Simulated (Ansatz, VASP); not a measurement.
## Two plane-wave programs on CdTe

```
CELL_PARAMETERS angstrom
0.00000 3.04370 3.04370
3.04370 0.00000 3.04370
3.04370 3.04370 0.00000
ATOMIC_POSITIONS crystal
Cd 0.00000 0.00000 0.00000
Te 0.25000 0.25000 0.25000
```

Alike in both runs: task single point; functional r2SCAN; k mesh 10 × 10 × 10; occupations gaussian, width 0.05 eV; no spin polarisation.

|  | VASP | Ansatz |
| --- | --- | --- |
| version | VASP 6.6.1 | Ansatz 0.2.0 |
| potentials or method | VASP PAW PBE potentials, release 64 (Cd, Te) | scalar-relativistic, plane waves, PAW |
| plane-wave cutoff (eV) | 520 | 500 |
| valence electrons in the cell | 18 | 36 |

Ansatz gave:

- gap on the k mesh at the Fermi level (eV): 1.90
- least direct gap on the mesh (eV): 1.90
- pressure (GPa): 15.1

Which values does VASP return?

gap on the k mesh at the Fermi level (eV): 1.90; least direct gap on the mesh (eV): 1.90; pressure (GPa): 15.4.

The two sets of potentials don't hold the same shells in valence.

Caveats: so large a pressure means that the cell lies far from this level's equilibrium, or that cutoff or potentials fall short (VASP); the potentials were made for another functional, which shifts forces and pressure (VASP); spin-orbit coupling is left out, which moves the levels of the heavy elements. A k mesh can miss the band edges. r2SCAN opens gaps a little over a GGA but as a rule still falls short of measured ones.
